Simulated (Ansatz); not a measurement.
# Ba under changes of volume

One of the cells (67.563 Å³/atom); the others are scaled copies at fixed shape and fractional positions:

```
Ba
1.0
     0.00000    3.23267    3.23267
     3.23267    0.00000    3.23267
     3.23267    3.23267    0.00000
Ba
1
Cartesian
  0.0000 0.0000 0.0000
```

This isn't the form of Ba at room conditions, which is bcc.

* Program: Ansatz 0.2.0
* Functional: PBE
* Potentials or basis: all-electron LAPW, scalar-relativistic
* Cutoff: 71 eV (chosen from the basis error)
* Basis error allowed: 0.0005 eV/atom
* k mesh: 7 × 7 × 7
* Occupations: fermi-dirac, width 0.05 eV
* Spin: no spin polarisation

```csv
volume (Å³/atom),energy over the lowest point (meV/atom),pressure (GPa)
63.510,0.90,0.2
64.861,0.00,0.0
66.212,0.73,-0.2
67.563,2.94,-0.3
68.915,6.52,-0.5
70.266,?,?
71.617,17.31,-0.8
```

What does the run at 70.266 Å³/atom give?

Energy over the lowest point 11.34 meV/atom; pressure -0.6 GPa.

Worked out: A Birch-Murnaghan fit of order 3 (a polynomial in V^(-2/3)) to the other rows has its minimum at 64.91 Å³/atom with B0 = V·E''(V) = 9.2 GPa and B' = 3.2. It gives 11.34 meV/atom at 70.266 Å³/atom, against the run's 11.34, and -dE/dV = -0.6 GPa, against -0.6.

Energies are extrapolated to zero smearing.
